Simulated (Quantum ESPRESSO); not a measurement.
# Ag (Fm-3m) in Quantum ESPRESSO: a series of runs

Aim: see how the results for Ag move with the level of theory and the settings. Levels: PBE, PBE+D3(BJ). Tasks: band structure, single point, equation of state.

Everything below comes from runs of Quantum ESPRESSO 7.5. Logs are shortened: lines on timing, memory, paths and dates and some standing lists are left out, and cuts for length are marked.

## (1) Starting point

Symmetry: Fm-3m, No. 225, cubic system. The conventional cell has a = 4.085 Å, b = 4.085 Å, c = 4.085 Å, α = 90.00°, β = 90.00°, γ = 90.00°. Ag (site symmetry m-3m) is surrounded by 12 Ag at 2.89 Å.

## (2) Band structure, PBE

The input, pw.in:

```
&CONTROL
  calculation = 'scf'
  prefix = 'pwscf'
  outdir = './tmp'
  pseudo_dir = './pseudo'
  tprnfor = .true.
  tstress = .true.
  disk_io = 'low'
/
&SYSTEM
  ibrav = 0
  nat = 1
  ntyp = 1
  ecutwfc = 82
  nbnd = 16
  occupations = 'smearing'
  smearing = 'fd'
  degauss = 0.00367493
/
&ELECTRONS
  conv_thr = 2d-10
  electron_maxstep = 120
  mixing_beta = 0.5
/
ATOMIC_SPECIES
Ag   107.8682 Ag.upf
CELL_PARAMETERS angstrom
   0.0000000000    2.0427500000    2.0427500000
   2.0427500000    0.0000000000    2.0427500000
   2.0427500000    2.0427500000    0.0000000000
ATOMIC_POSITIONS crystal
Ag     0.0000000000    0.0000000000    0.0000000000
K_POINTS automatic
11 11 11 0 0 0
```

The input, bands.in:

```
&CONTROL
  calculation = 'bands'
  prefix = 'pwscf'
  outdir = './tmp'
  pseudo_dir = './pseudo'
  disk_io = 'low'
  verbosity = 'high'
/
&SYSTEM
  ibrav = 0
  nat = 1
  ntyp = 1
  ecutwfc = 82
  nbnd = 16
  occupations = 'smearing'
  smearing = 'fd'
  degauss = 0.00367493
/
&ELECTRONS
  conv_thr = 1d-08
  electron_maxstep = 120
  mixing_beta = 0.5
  diago_full_acc = .true.
/
ATOMIC_SPECIES
Ag   107.8682 Ag.upf
CELL_PARAMETERS angstrom
   0.0000000000    2.0427500000    2.0427500000
   2.0427500000    0.0000000000    2.0427500000
   2.0427500000    2.0427500000    0.0000000000
ATOMIC_POSITIONS crystal
Ag     0.0000000000    0.0000000000    0.0000000000
K_POINTS crystal
60
 0.0000000000  0.0000000000  0.0000000000 1
 0.0625000000  0.0000000000  0.0625000000 1
 0.1250000000  0.0000000000  0.1250000000 1
 0.1875000000  0.0000000000  0.1875000000 1
 0.2500000000  0.0000000000  0.2500000000 1
 0.3125000000  0.0000000000  0.3125000000 1
 0.3750000000  0.0000000000  0.3750000000 1
 0.4375000000  0.0000000000  0.4375000000 1
 0.5000000000  0.0000000000  0.5000000000 1
 0.5000000000  0.0625000000  0.5625000000 1
 0.5000000000  0.1250000000  0.6250000000 1
 0.5000000000  0.1875000000  0.6875000000 1
 0.5000000000  0.2500000000  0.7500000000 1
 0.4375000000  0.3125000000  0.7500000000 1
 0.3750000000  0.3750000000  0.7500000000 1
 0.3375000000  0.3375000000  0.6750000000 1
 0.3000000000  0.3000000000  0.6000000000 1
 0.2625000000  0.2625000000  0.5250000000 1
 0.2250000000  0.2250000000  0.4500000000 1
 0.1875000000  0.1875000000  0.3750000000 1
 0.1500000000  0.1500000000  0.3000000000 1
 0.1125000000  0.1125000000  0.2250000000 1
 0.0750000000  0.0750000000  0.1500000000 1
 0.0375000000  0.0375000000  0.0750000000 1
 0.0000000000  0.0000000000  0.0000000000 1
 0.0625000000  0.0625000000  0.0625000000 1
 0.1250000000  0.1250000000  0.1250000000 1
 0.1875000000  0.1875000000  0.1875000000 1
 0.2500000000  0.2500000000  0.2500000000 1
 0.3125000000  0.3125000000  0.3125000000 1
 0.3750000000  0.3750000000  0.3750000000 1
 0.4375000000  0.4375000000  0.4375000000 1
 0.5000000000  0.5000000000  0.5000000000 1
 0.5250000000  0.4500000000  0.5250000000 1
 0.5500000000  0.4000000000  0.5500000000 1
 0.5750000000  0.3500000000  0.5750000000 1
 0.6000000000  0.3000000000  0.6000000000 1
 0.6250000000  0.2500000000  0.6250000000 1
 0.5833333333  0.2500000000  0.6666666667 1
 0.5416666667  0.2500000000  0.7083333333 1
 0.5000000000  0.2500000000  0.7500000000 1
 0.5000000000  0.2857142857  0.7142857143 1
 0.5000000000  0.3214285714  0.6785714286 1
 0.5000000000  0.3571428571  0.6428571429 1
 0.5000000000  0.3928571429  0.6071428571 1
 0.5000000000  0.4285714286  0.5714285714 1
 0.5000000000  0.4642857143  0.5357142857 1
 0.5000000000  0.5000000000  0.5000000000 1
 0.4821428571  0.4821428571  0.5357142857 1
 0.4642857143  0.4642857143  0.5714285714 1
 0.4464285714  0.4464285714  0.6071428571 1
 0.4285714286  0.4285714286  0.6428571429 1
 0.4107142857  0.4107142857  0.6785714286 1
 0.3928571429  0.3928571429  0.7142857143 1
 0.3750000000  0.3750000000  0.7500000000 1
 0.6250000000  0.2500000000  0.6250000000 1
 0.5937500000  0.1875000000  0.5937500000 1
 0.5625000000  0.1250000000  0.5625000000 1
 0.5312500000  0.0625000000  0.5312500000 1
 0.5000000000  0.0000000000  0.5000000000 1
```

Potentials or basis: PseudoDojo 0.4.1 SR PBE standard.

On the command line:

```console
$ OMP_NUM_THREADS=1 pw.x -in pw.in > pw.out
$ OMP_NUM_THREADS=1 pw.x -in bands.in > bands.out
```

pw.out:

```text
This program is part of the open-source Quantum ESPRESSO suite
     for quantum simulation of materials; please cite
         "P. Giannozzi et al., J. Phys.:Condens. Matter 21 395502 (2009);
         "P. Giannozzi et al., J. Phys.:Condens. Matter 29 465901 (2017);
         "P. Giannozzi et al., J. Chem. Phys. 152 154105 (2020);
     in publications or presentations arising from this work. More details at

     Message from routine setup:
     using ibrav=0 with symmetry is DISCOURAGED, use correct ibrav instead

     G-vector sticks info
     --------------------
     sticks:   dense  smooth     PW     G-vecs:    dense   smooth      PW
     Sum         673     673    211                11575    11575    1989

     Using Slab Decomposition

     bravais-lattice index     =            0
     lattice parameter (alat)  =       5.4592  a.u.
     unit-cell volume          =     115.0462 (a.u.)^3
     number of atoms/cell      =            1
     number of atomic types    =            1
     number of electrons       =        19.00
     number of Kohn-Sham states=           16
     kinetic-energy cutoff     =      82.0000  Ry
     charge density cutoff     =     328.0000  Ry
     scf convergence threshold =      2.0E-10
     mixing beta               =       0.5000
     number of iterations used =            8  plain     mixing
     Exchange-correlation= PBE
                           (   1   4   3   4   0   0   0)

     celldm(1)=   5.459201  celldm(2)=   0.000000  celldm(3)=   0.000000
     celldm(4)=   0.000000  celldm(5)=   0.000000  celldm(6)=   0.000000

     crystal axes: (cart. coord. in units of alat)
               a(1) = (   0.000000   0.707107   0.707107 )
               a(2) = (   0.707107   0.000000   0.707107 )
               a(3) = (   0.707107   0.707107   0.000000 )

     reciprocal axes: (cart. coord. in units 2 pi/alat)
               b(1) = ( -0.707107  0.707107  0.707107 )
               b(2) = (  0.707107 -0.707107  0.707107 )
               b(3) = (  0.707107  0.707107 -0.707107 )

     PseudoPot. # 1 for Ag read from file:
     Ag.upf
     Pseudo is Norm-conserving + core correction, Zval = 19.0
     Generated using ONCVPSP code by D. R. Hamann
     Using radial grid of 1538 points,  6 beta functions with:
                l(1) =   0
                l(2) =   0
                l(3) =   1
                l(4) =   1
                l(5) =   2
                l(6) =   2

     atomic species   valence    mass     pseudopotential
     Ag               19.00   107.86820     Ag( 1.00)

     48 Sym. Ops., with inversion, found

   Cartesian axes

     site n.     atom                  positions (alat units)
         1        Ag     tau(   1) = (   0.0000000   0.0000000   0.0000000  )

     number of k points=    56  Fermi-Dirac smearing, width (Ry)=  0.0037
                       cart. coord. in units 2pi/alat
        k(    1) = (   0.0000000   0.0000000   0.0000000), wk =   0.0015026
        k(    2) = (   0.0642824   0.0642824  -0.0642824), wk =   0.0120210
        k(    3) = (   0.1285649   0.1285649  -0.1285649), wk =   0.0120210
        k(    4) = (   0.1928473   0.1928473  -0.1928473), wk =   0.0120210
        k(    5) = (   0.2571297   0.2571297  -0.2571297), wk =   0.0120210
        k(    6) = (   0.3214122   0.3214122  -0.3214122), wk =   0.0120210
[... 48 lines left out ...]
        k(   55) = (  -0.0642824  -0.4499770   0.7071068), wk =   0.0360631
        k(   56) = (   0.0000000  -0.3856946   0.6428243), wk =   0.0360631

     Dense  grid:    11575 G-vectors     FFT dimensions: (  32,  32,  32)

     Initial potential from superposition of free atoms

     starting charge      18.9995, renormalised to      19.0000
     Starting wfcs are   10 randomized atomic wfcs +    6 random wfcs

     Self-consistent Calculation

     iteration #  1     ecut=    82.00 Ry     beta= 0.50
     Davidson diagonalization with overlap
     ethr =  1.00E-02,  avg # of iterations =  4.7

     Threshold (ethr) on eigenvalues was too large:
[... 52 lines left out ...]
    14.5571  19.9563  24.5012  25.3496  29.4292  34.3663  39.0077  45.7213

          k =-0.0000-0.5143 0.5143 (  1448 PWs)   bands (ev):

   -74.5500 -38.0839 -38.0606 -38.0077  11.5009  11.9771  13.2216  13.8310
    14.3570  22.1183  22.1316  24.6576  30.6124  34.2345  42.3952  44.7257

          k = 0.6428-0.0000 0.0000 (  1432 PWs)   bands (ev):

   -74.5498 -38.1118 -38.0211 -38.0211  11.0374  11.1709  14.4347  14.6354
    14.6354  18.4830  24.8649  28.3009  28.3009  34.5193  34.6614  47.4554

          k =-0.0000-0.6428 0.6428 (  1428 PWs)   bands (ev):

   -74.5493 -38.1112 -38.0279 -38.0205  11.0855  11.2339  14.3613  14.4148
    14.6531  19.4955  24.1968  26.9376  28.4441  34.5276  36.0518  46.8703

          k = 0.2571 0.1286 0.0000 (  1441 PWs)   bands (ev):

   -74.5643 -38.0219 -37.9835 -37.9719  11.1361  12.2156  12.9241  13.1330
    13.4898  14.0685  31.6274  31.8531  36.1542  36.2088  39.7847  41.4702

          k = 0.3214 0.1928-0.0643 (  1431 PWs)   bands (ev):

   -74.5600 -38.0561 -37.9961 -37.9782  11.6152  12.3466  12.7325  13.2130
    13.7788  14.8176  28.1958  31.2212  34.6238  36.8446  39.8200  41.3525

          k = 0.3857 0.2571-0.1286 (  1442 PWs)   bands (ev):
[... 26 lines left out ...]
   -74.5517 -38.0963 -38.0353 -37.9997  11.7777  12.1776  12.9501  13.3554
    14.3719  20.0346  21.6700  28.3236  30.5520  35.8845  41.1133  45.0804

          k =-0.0643-0.3214 0.4500 (  1454 PWs)   bands (ev):

   -74.5532 -38.0866 -38.0336 -37.9932  11.9517  12.2567  12.6723  13.4405
    14.0882  17.9688  24.4336  27.7540  31.7441  36.6169  40.1581  44.3632

          k = 0.0000-0.2571 0.3857 (  1443 PWs)   bands (ev):

   -74.5563 -38.0721 -38.0188 -37.9848  12.1162  12.1770  12.4939  13.5789
    13.6769  16.1644  27.6522  27.8295  33.1718  37.9623  38.5632  43.0115

          k = 0.5143 0.1286 0.0000 (  1435 PWs)   bands (ev):

   -74.5529 -38.0882 -38.0185 -38.0091  11.4794  11.5210  13.5294  14.2357
    14.2613  16.8436  28.0431  28.3222  28.6897  35.6846  36.5713  45.0570

          k =-0.1286-0.5143 0.6428 (  1445 PWs)   bands (ev):

   -74.5508 -38.0939 -38.0345 -38.0130  11.4846  11.7008  13.3063  14.0017
    14.5085  18.9373  25.1671  26.9515  28.3848  35.8657  39.1236  44.0592

          k =-0.0643-0.4500 0.5785 (  1449 PWs)   bands (ev):

   -74.5501 -38.0858 -38.0542 -38.0105  11.6232  12.0145  12.9869  13.7486
    14.4718  21.4289  22.4400  25.7104  29.1069  35.9191  42.1603  43.2158

          k = 0.0000-0.3857 0.5143 (  1451 PWs)   bands (ev):

   -74.5510 -38.0758 -38.0616 -38.0027  11.8809  12.3277  12.5621  13.6035
    14.2414  20.0166  24.0206  25.2382  30.3194  36.2401  41.4676  45.8192

          k =-0.0643-0.5785 0.7071 (  1440 PWs)   bands (ev):

   -74.5497 -38.1053 -38.0284 -38.0210  11.2175  11.3340  14.0112  14.3095
    14.6349  19.2908  24.9460  27.2890  27.3714  35.6228  36.4165  45.9629

          k =-0.0000-0.5143 0.6428 (  1446 PWs)   bands (ev):
[... 11 lines left out ...]
   -74.5505 -38.0834 -38.0519 -38.0108  11.9074  12.1177  12.5762  13.6707
    14.4590  20.5435  23.2509  26.7030  27.9466  38.0579  40.1953  44.0074

          k =-0.0643-0.4500 0.7071 (  1443 PWs)   bands (ev):

   -74.5496 -38.0879 -38.0480 -38.0205  11.6277  11.8172  13.0185  13.8833
    14.6333  20.9561  25.1109  25.2264  26.2533  38.0497  39.7738  42.8245

          k = 0.0000-0.3857 0.6428 (  1446 PWs)   bands (ev):

   -74.5495 -38.0737 -38.0649 -38.0196  11.7599  12.1718  12.5935  13.7066
    14.6308  22.8006  22.9816  24.7736  26.6655  38.6819  41.1230  42.5549

     the Fermi energy is    17.6848 ev

!    total energy              =    -310.03743599 Ry
     estimated scf accuracy    <          2.0E-12 Ry
     smearing contrib. (-TS)   =      -0.00020136 Ry
     internal energy E=F+TS    =    -310.03723463 Ry

     The total energy is F=E-TS. E is the sum of the following terms:
     one-electron contribution =    -120.30002668 Ry
     hartree contribution      =      70.97891557 Ry
     xc contribution           =     -46.33359178 Ry
     ewald contribution        =    -214.38253174 Ry

     convergence has been achieved in   9 iterations

     Forces acting on atoms (cartesian axes, Ry/au):

     atom    1 type  1   force =     0.00000000    0.00000000    0.00000000

     Total force =     0.000000     Total SCF correction =     0.000000

     Computing stress (Cartesian axis) and pressure

          total   stress  (Ry/bohr**3)                   (kbar)     P=       42.65
   0.00028993  -0.00000000  -0.00000000           42.65       -0.00       -0.00
  -0.00000000   0.00028993  -0.00000000           -0.00       42.65       -0.00
  -0.00000000  -0.00000000   0.00028993           -0.00       -0.00       42.65

=------------------------------------------------------------------------------=
   JOB DONE.
=------------------------------------------------------------------------------=
```

It took 12 s on 1 thread of Intel Xeon 6975P-C (Granite Rapids), shared host; peak memory 0.09 GiB.

Results:

| Quantity | Value |
| --- | --- |
| Free energy | -4218.2742 eV |
| Pressure | 4.3 GPa |
| Band gap on the k mesh | none (metal or under the smearing width) |

Levels at the corners of the path, in eV from the Fermi level:
| point | band 5 | band 6 | band 7 | band 8 | band 9 | band 10 | band 11 | band 12 | band 13 | band 14 |
| --- | --- | --- | --- | --- | --- | --- | --- | --- | --- | --- |
| Γ | -8.03 | -5.04 | -5.04 | -5.04 | -4.00 | -4.00 | 15.95 | 19.49 | 19.49 | 19.49 |
| X | -6.68 | -6.54 | -3.23 | -2.99 | -2.99 | 1.35 | 6.49 | 10.46 | 10.46 | 16.85 |
| W | -5.93 | -5.31 | -5.31 | -3.99 | -2.99 | 5.71 | 5.71 | 6.76 | 7.94 | 22.58 |
| K | -6.25 | -5.82 | -4.32 | -3.78 | -3.28 | 4.05 | 5.02 | 6.90 | 12.56 | 16.58 |
| Γ | -8.03 | -5.04 | -5.04 | -5.04 | -4.00 | -4.00 | 15.95 | 19.49 | 19.49 | 19.49 |
| L | -6.64 | -5.06 | -5.06 | -3.20 | -3.20 | -0.66 | 3.36 | 15.15 | 17.72 | 17.72 |
| U | -6.25 | -5.82 | -4.32 | -3.78 | -3.28 | 4.05 | 5.02 | 6.90 | 12.56 | 16.58 |
| W | -5.93 | -5.31 | -5.31 | -3.99 | -2.99 | 5.71 | 5.71 | 6.76 | 7.94 | 22.58 |
| L | -6.64 | -5.06 | -5.06 | -3.20 | -3.20 | -0.66 | 3.36 | 15.15 | 17.72 | 17.72 |
| K | -6.25 | -5.82 | -4.32 | -3.78 | -3.28 | 4.05 | 5.02 | 6.90 | 12.56 | 16.58 |
| U | -6.25 | -5.82 | -4.32 | -3.78 | -3.28 | 4.05 | 5.02 | 6.90 | 12.56 | 16.58 |
| X | -6.68 | -6.54 | -3.23 | -2.99 | -2.99 | 1.35 | 6.49 | 10.46 | 10.46 | 16.85 |

## (3) Single point, PBE+D3(BJ), 16.03 Å³/atom

pw.in: that of step 2 with these lines changed.

```diff
@@ -7,3 +7,3 @@
   tstress = .true.
-  disk_io = 'low'
+  disk_io = 'nowf'
 /
@@ -18,2 +18,4 @@
   degauss = 0.00367493
+  vdw_corr = 'grimme-d3'
+  dftd3_version = 4
 /
@@ -27,5 +29,5 @@
 CELL_PARAMETERS angstrom
-   0.0000000000    2.0427500000    2.0427500000
-   2.0427500000    0.0000000000    2.0427500000
-   2.0427500000    2.0427500000    0.0000000000
+   0.0000000000    2.0010495236    2.0010495236
+   2.0010495236    0.0000000000    2.0010495236
+   2.0010495236    2.0010495236    0.0000000000
 ATOMIC_POSITIONS crystal
```

Potentials or basis: PseudoDojo 0.4.1 SR PBE standard.

On the command line:

```console
$ OMP_NUM_THREADS=1 pw.x -in pw.in > pw.out
```

It took 7.8 s on 1 thread of Intel Xeon 6975P-C (Granite Rapids), shared host; peak memory 0.09 GiB.

Results (log left out):

```
Free energy            : -4218.7782 eV
Pressure               : 7.8 GPa
Band gap on the k mesh : none (metal or under the smearing width)
```

Caveat: pairwise dispersion overbinds metals, which lowers pressure and volume.

(Part 1 of 2 ends here.)
